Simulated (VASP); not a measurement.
# Mo (R-3m) in VASP: further runs

Runs on Mo. Level: PBE. Tasks: single point, relaxation of cell and atoms.

Program: VASP 6.6.1. These are calculated values, not measurements. Logs are shortened: lines on timing, memory, paths and dates and some standing lists are left out, and cuts for length are marked.

## (1) The crystal as given

The structure is trigonal, space group R-3m (No. 166). The conventional cell has a = 2.773 Å, b = 2.773 Å, c = 14.781 Å, α = 90.00°, β = 90.00°, γ = 120.00°. Around Mo (site symmetry 3m) lie 10 Mo at 2.56 to 2.86 Å.

The cell was built by a generator and needn't be a form met in nature.

## (2) Single point, PBE

INCAR

```
SYSTEM = Mo
  PREC = Accurate
  ENCUT = 520
  EDIFF = 1E-7
  ISMEAR = 0
  SIGMA = 0.1
  LREAL = .FALSE.
  LASPH = .TRUE.
  NELM = 100
  ALGO = Normal
  ISIF = 2
  LWAVE = .FALSE.
  LCHARG = .TRUE.
  GGA = PE
  LELF = .TRUE.
  LVHAR = .TRUE.
  NBANDS = 21
```

KPOINTS

```
Automatic mesh
0
G
  6 6 6
  0 0 0
```

POSCAR

```
Mo
1.0
    1.3864890163      0.8004898067      4.9269699688
   -1.3864890163      0.8004898067      4.9269699688
    0.0000000000     -1.6009796136      4.9269699688
Mo
2
Direct
    0.0865047543      0.0865047543      0.0865047543
    0.9134952457      0.9134952457      0.9134952457
```

Potentials or basis: VASP PAW PBE potentials, release 64 (Mo_sv).

Run with:

```
> cat potpaw_PBE.64/Mo_sv/POTCAR > POTCAR
> mpirun -np 1 vasp_std > vasp.out
```

OUTCAR:

```text
SYSTEM = Mo
   PREC = Accurate
   ENCUT = 520
   EDIFF = 1E-7
   ISMEAR = 0
   LREAL = .FALSE.
   LASPH = .TRUE.
   NELM = 100
   ISIF = 2
   GGA = PE

 ion  position               nearest neighbor table
   1  0.087  0.087  0.087-   2 2.56   2 2.86   2 2.86   2 2.86
   2  0.913  0.913  0.913-   1 2.56   1 2.86   1 2.86   1 2.86

  LATTYP: Found a trigonal (rhomboedric) cell.
 ALAT       =     5.1805568037
 COS(alpha) =     0.8567449362

  Lattice vectors:

 A1 = (   1.3864890163,   0.8004898067,   4.9269699688)
 A2 = (  -1.3864890163,   0.8004898067,   4.9269699688)
 A3 = (   0.0000000000,  -1.6009796136,   4.9269699688)

Analysis of symmetry for initial positions (statically):
=====================================================================
 Subroutine PRICEL returns:
 Original cell was already a primitive cell.

 Routine SETGRP: Setting up the symmetry group for a
 trigonal (rhombohedral) supercell.

 Subroutine GETGRP returns: Found 12 space group operations
 (whereof 12 operations were pure point group operations)
 out of a pool of 12 trial point group operations.

The static configuration has the point symmetry D_3d.

Analysis of symmetry for dynamics (positions and initial velocities):
=====================================================================
 Subroutine PRICEL returns:
 Original cell was already a primitive cell.

 Routine SETGRP: Setting up the symmetry group for a
 trigonal (rhombohedral) supercell.

 Subroutine GETGRP returns: Found 12 space group operations
 (whereof 12 operations were pure point group operations)
 out of a pool of 12 trial point group operations.

The dynamic configuration has the point symmetry D_3d.

 Subroutine INISYM returns: Found 12 space group operations
 (whereof 12 operations are pure point group operations),
 and found     1 'primitive' translations

----------------------------------------------------------------------------------------

                                     Primitive cell

  volume of cell :      32.8098

  direct lattice vectors                    reciprocal lattice vectors
     1.386489016  0.800489807  4.926969969     0.360623124  0.208205858  0.067654834
    -1.386489016  0.800489807  4.926969969    -0.360623124  0.208205858  0.067654834
     0.000000000 -1.600979614  4.926969969     0.000000000 -0.416411715  0.067654834

  length of vectors
     5.180556804  5.180556804  5.180556804     0.421871892  0.421871892  0.421871892

  position of ions in fractional coordinates (direct lattice)
     0.086504754  0.086504754  0.086504754
     0.913495246  0.913495246  0.913495246

  ion indices of the primitive-cell ions
   primitive index   ion index
                 1           1
                 2           2

----------------------------------------------------------------------------------------

 KPOINTS: Automatic mesh

Automatic generation of k-mesh.
 Grid dimensions read from file:
 generate k-points for:    6    6    6

 Generating k-lattice:

  Cartesian coordinates                     Fractional coordinates (reciprocal lattice)
     0.060103854  0.034700976  0.011275806     0.166666667  0.000000000  0.000000000
    -0.060103854  0.034700976  0.011275806     0.000000000  0.166666667  0.000000000
     0.000000000 -0.069401953  0.011275806    -0.000000000 -0.000000000  0.166666667

  Length of vectors
     0.070311982  0.070311982  0.070311982

  Shift w.r.t. Gamma in fractional coordinates (k-lattice)
     0.000000000  0.000000000  0.000000000

 Subroutine IBZKPT returns following result:
 ===========================================

 Found     32 irreducible k-points:

 Following reciprocal coordinates:
            Coordinates               Weight
  0.000000  0.000000  0.000000      1.000000
  0.166667  0.000000  0.000000      6.000000
  0.333333  0.000000 -0.000000      6.000000
  0.500000 -0.000000 -0.000000      3.000000
  0.166667  0.166667  0.000000      6.000000
  0.333333  0.166667 -0.000000     12.000000
[... 16 lines left out ...]
  0.500000  0.500000  0.166667      6.000000
 -0.333333  0.500000  0.166667     12.000000
 [... further k-points ...]
   k-points           NKPTS =     32   k-points in BZ     NKDIM =     32   number of bands    NBANDS=     21
   number of dos      NEDOS =    301   number of ions     NIONS =      2
   total plane-waves  NPLWV =  64000
   dimension x,y,z NGX =    40 NGY =   40 NGZ =   40
   dimension x,y,z NGXF=    80 NGYF=   80 NGZF=   80
   ions per type =               2
   NGX,Y,Z   is equivalent  to a cutoff of  12.84, 12.84, 12.84 a.u.
   NGXF,Y,Z  is equivalent  to a cutoff of  25.67, 25.67, 25.67 a.u.
 SYSTEM =  Mo
   PREC   = accura    normal or accurate (medium, high low for compatibility)
   ISTART =      0    job   : 0-new  1-cont  2-samecut
   ICHARG =      2    charge: 1-file 2-atom 10-const
   ISPIN  =      1    spin polarized calculation?
   LNONCOLLINEAR =      F non collinear calculations
   LSORBIT =      F    spin-orbit coupling
   LASPH  =      T    aspherical Exc in radial PAW
   ENCUT  =  520.0 eV  38.22 Ry    6.18 a.u.   9.63  9.63  9.63*2*pi/ulx,y,z
   NELM   =    100;   NELMIN=  2; NELMDL= -5     # of ELM steps
   EDIFF  = 0.1E-06   stopping-criterion for ELM
   LREAL  =      F    real-space projection
   EDIFFG = 0.1E-05   stopping-criterion for IOM
   NSW    =      0    number of steps for IOM
   IBRION =     -1    ionic relax: 0-MD 1-quasi-New 2-CG
   NFREE  =      0    steps in history (QN), initial steepest desc. (CG)
   ISIF   =      2    stress and relaxation
   ISYM   =      2    0-nonsym 1-usesym 2-fastsym
   POTIM  = 0.5000    time-step for ionic-motion
   TEBEG  =    0.0;   TEEND  =   0.0 temperature during run
   PSTRESS=    0.0 pullay stress
   NELECT =      28.0000    total number of electrons
   NUPDOWN=      -1.0000    fix difference up-down
   EMIN   =  10.00;   EMAX   =-10.00  energy-range for DOS
   EFERMI =   0.00;   METHOD = LEGACY
   ISMEAR =     0;   SIGMA  =   0.10  broadening in eV -4-tet -1-fermi 0-gaus
   EFERMI_NEDOS =   21; number of points for ismear=-14 and -15
   IALGO  =     38    algorithm
   IMIX   =      4    mixing-type and parameters
     AMIX     =   0.40;   BMIX     =  1.00
     AMIX_MAG =   1.60;   BMIX_MAG =  1.00
  volume/ion in A,a.u.               =      16.40       110.71
  Fermi-wavevector in a.u.,A,eV,Ry     =   1.552839  2.934440 32.807842  2.411308
  Thomas-Fermi vector in A             =   2.657156
   LORBIT       =      0    0 simple, 1 ext, 2 COOP (PROOUT), +10 PAW based schemes
   GGA     = PE    functional components
   LHFCALC =     F    Hartree Fock is set to
   AEXX    =    0.0000 exact exchange contribution
   IVDW    =     0    specifies the selected vdW correction
   LEPSILON=     F    determine dielectric tensor
   LRPA    =     F    only Hartree local field effects (RPA)
 non-spin polarized calculation
 Gauss-broadening in eV      SIGMA  =   0.10
  energy-cutoff  :      520.00
  volume of cell :       32.81
 maximum number of plane-waves:       894
 NGX is ok and might be reduce to    40
   NGX = 19   NGY = 19   NGZ = 19

 number of electron      28.0000000 magnetization

 Free energy of the ion-electron system (eV)
  ---------------------------------------------------
  ext. energy  EPLUGINS =         0.00000000
  ---------------------------------------------------
  free energy    TOTEN  =       -20.49165987 eV

  energy without entropy =      -20.48073438  energy(sigma->0) =      -20.48619712

 E-fermi :  11.6556     XC(G=0): -13.0561

 val. band max:       11.6376171250   @ k =   0.3333   0.3333   0.1667
 cond. band min:      11.6629328037   @ k =   0.5000   0.3333   0.3333
 fundamental gap:      0.0253156787
 Fermi energy:        11.6556053226

 k-point     1 :       0.0000    0.0000    0.0000
  band No.  band energies     occupation
      1     -49.2873      2.00000
      2     -49.0693      2.00000
      3     -24.0420      2.00000
      4     -22.6125      2.00000
      5     -22.6125      2.00000
      6     -22.6009      2.00000
[... 13 lines left out ...]
     20      14.2104      0.00000
     21      21.1495      0.00000

 k-point     2 :       0.1667    0.0000    0.0000
  band No.  band energies     occupation
      1     -49.2332      2.00000
      2     -49.0306      2.00000
      3     -23.9530      2.00000
      4     -22.9688      2.00000
      5     -22.8727      2.00000
      6     -22.6895      2.00000
[... 13 lines left out ...]
     20      16.3530      0.00000
     21      21.4326      0.00000

 k-point     3 :       0.3333    0.0000   -0.0000
  band No.  band energies     occupation
      1     -49.1215      2.00000
      2     -48.9541      2.00000
      3     -23.7971      2.00000
      4     -23.6011      2.00000
      5     -23.3762      2.00000
      6     -22.8324      2.00000
[... 13 lines left out ...]
     20      18.3499      0.00000
     21      21.4005      0.00000

 k-point     4 :       0.5000   -0.0000   -0.0000
  band No.  band energies     occupation
      1     -49.0633      2.00000
      2     -48.9167      2.00000
      3     -23.9153      2.00000
      4     -23.8139      2.00000
      5     -23.5007      2.00000
      6     -22.9010      2.00000
[... 13 lines left out ...]
     20      17.4581      0.00000
     21      20.3988      0.00000

 k-point     5 :       0.1667    0.1667    0.0000
  band No.  band energies     occupation
      1     -49.2284      2.00000
      2     -49.0356      2.00000
      3     -23.9233      2.00000
      4     -22.9295      2.00000
      5     -22.9146      2.00000
      6     -22.7292      2.00000
[... 13 lines left out ...]
     20      16.1500      0.00000
     21      21.8331      0.00000

 k-point     6 :       0.3333    0.1667   -0.0000
  band No.  band energies     occupation
      1     -49.1417      2.00000
      2     -48.9816      2.00000
      3     -23.7752      2.00000
      4     -23.3676      2.00000
      5     -23.2413      2.00000
      6     -22.8782      2.00000
[... 13 lines left out ...]
     20      17.7373      0.00000
     21      22.7790      0.00000

 k-point     7 :       0.5000    0.1667   -0.0000
  band No.  band energies     occupation
      1     -49.0571      2.00000
      2     -48.9234      2.00000
      3     -23.7593      2.00000
      4     -23.7203      2.00000
      5     -23.4276      2.00000
      6     -23.0759      2.00000
[... 13 lines left out ...]
     20      19.3730      0.00000
     21      21.5559      0.00000
[... 291 lines left out ...]
      1     -49.1126      2.00000
      2     -49.0115      2.00000
      3     -23.6159      2.00000
      4     -23.3865      2.00000
      5     -23.2147      2.00000
      6     -22.9156      2.00000
[... 13 lines left out ...]
     20      16.2654      0.00000
     21      24.6531      0.00000

 k-point    21 :      -0.3333    0.3333    0.1667
  band No.  band energies     occupation
      1     -49.0413      2.00000
      2     -48.9395      2.00000
      3     -23.7784      2.00000
      4     -23.6329      2.00000
      5     -23.4082      2.00000
      6     -23.1287      2.00000
[... 13 lines left out ...]
     20      18.7645      0.00000
     21      21.5656      0.00000

 k-point    22 :      -0.1667    0.3333    0.1667
  band No.  band energies     occupation
      1     -49.0574      2.00000
      2     -48.9231      2.00000
      3     -23.7981      2.00000
      4     -23.6043      2.00000
      5     -23.5145      2.00000
      6     -23.1136      2.00000
[... 13 lines left out ...]
     20      20.3269      0.00000
     21      21.7966      0.00000

 k-point    23 :       0.5000    0.5000    0.1667
  band No.  band energies     occupation
      1     -49.0748      2.00000
      2     -49.0020      2.00000
      3     -23.6387      2.00000
      4     -23.5321      2.00000
      5     -23.3388      2.00000
      6     -22.9136      2.00000
[... 13 lines left out ...]
     20      16.1597      0.00000
     21      23.4804      0.00000

 k-point    24 :      -0.3333    0.5000    0.1667
  band No.  band energies     occupation
      1     -49.0314      2.00000
      2     -48.9496      2.00000
      3     -23.7509      2.00000
      4     -23.6360      2.00000
      5     -23.3857      2.00000
      6     -23.1382      2.00000
[... 13 lines left out ...]
     20      18.6508      0.00000
     21      21.7575      0.00000

 [... further k-points ...]

------------------------ aborting loop because EDIFF is reached ----------------------------------------

  FORCE on cell =-STRESS in cart. coord.  units (eV):
  Direction    XX          YY          ZZ          XY          YZ          ZX
  --------------------------------------------------------------------------------------
  -------------------------------------------------------------------------------------
  Total        0.0369397      0.0369397      0.1152839      0.0000000     -0.0000000      0.0000000
  in kB        1.8038527      1.8038527      5.6295762      0.0000000     -0.0000000      0.0000000
  external PRESSURE =       3.0790939 kB  Pullay stress =       0.0000000 kB

 VOLUME and BASIS-vectors are now :
 -----------------------------------------------------------------------------
  energy-cutoff  :      520.00
  volume of cell :       32.81
      direct lattice vectors                 reciprocal lattice vectors
     1.386489016  0.800489807  4.926969969     0.360623124  0.208205858  0.067654834
    -1.386489016  0.800489807  4.926969969    -0.360623124  0.208205858  0.067654834
     0.000000000 -1.600979614  4.926969969     0.000000000 -0.416411715  0.067654834

 POSITION                                       TOTAL-FORCE (eV/Angst)
 -----------------------------------------------------------------------------------
      0.00000     -0.00000      1.27862         0.000000      0.000000     -0.004188
      0.00000     -0.00000     13.50229         0.000000     -0.000000      0.004188
 -----------------------------------------------------------------------------------
    total drift:                               -0.000000     -0.000000      0.000000

  FREE ENERGIE OF THE ION-ELECTRON SYSTEM (eV)
  ---------------------------------------------------
  free  energy   TOTEN  =       -20.4916598697 eV

  energy  without entropy=      -20.4807343760  energy(sigma->0) =      -20.48619712
```

It took 50 s on 1 thread of Intel Xeon Platinum 8259CL at 2.50GHz (Skylake/Cascade Lake), shared host; peak memory 0.24 GiB.

Results:

* Free energy: -20.4917 eV
* Pressure: 0.3 GPa
* Largest force: 0.004 eV/Å
* Band gap on the k mesh: none (metal or under the smearing width)

Forces on the atoms (eV/Å):
```
Mo   0.000  0.000 -0.004
Mo   0.000  0.000  0.004
```

Stress tensor (GPa, compression positive):
```
0.18 0.00 0.00
0.00 0.18 0.00
0.00 0.00 0.56
```

Levels at points of the mesh, in eV from the Fermi level:
| k point | band 12 | band 13 | band 14 | band 15 | band 16 | band 17 |
| --- | --- | --- | --- | --- | --- | --- |
| (0.00, 0.00, 0.00) | -0.63 | -0.63 | -0.52 | -0.52 | 0.51 | 2.02 |
| (0.50, 0.00, 0.00) | -2.20 | 0.77 | 0.94 | 1.04 | 1.24 | 4.19 |
| (0.50, 0.50, 0.00) | -3.06 | -0.63 | -0.03 | 1.07 | 3.63 | 4.36 |
| (0.50, 0.50, 0.50) | -0.88 | -0.88 | -0.63 | -0.32 | -0.32 | 1.16 |

Caveat: the k mesh is coarse (spacing up to 0.44 Å⁻¹), so the values aren't converged.

(Continued in part 2 of 2.)
